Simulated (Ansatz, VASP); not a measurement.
**One calculation of Os, two programs**

```
Os
1.0
    -1.53135    1.53135    1.53135
     1.53135   -1.53135    1.53135
     1.53135    1.53135   -1.53135
Os
1
Direct
  0.00000 0.00000 0.00000
```

Alike in both runs: functional PBEsol; k mesh 14 × 14 × 14; occupations fermi-dirac, width 0.1 eV; no spin polarisation.

Ansatz relaxed the structure, and its values are those at the end. VASP's run is a single point on that final structure, the one shown.

|  | VASP | Ansatz |
| --- | --- | --- |
| version | VASP 6.6.1 | Ansatz 0.2.0 |
| potentials or method | VASP PAW PBE potentials, release 64 (Os) | plane waves (420 eV) with PAW, scalar-relativistic |
| plane-wave cutoff (eV) | 520 | 420 |
| valence electrons in the cell | 8 | 16 |

Ansatz gave:

| Item | Value |
| --- | --- |
| pressure (GPa) | 0.0 |

**Question.** Which values does VASP return?

**Answer.** Pressure (GPa): 0.7.

The two sets of potentials don't hold the same shells in valence. Ansatz warned: «pseudo_functional_mismatch».

Caveats: the PAW data sets were made with another functional, which shifts forces and pressure a little (VASP). The runs have no spin-orbit coupling, so splittings on Os are missing.
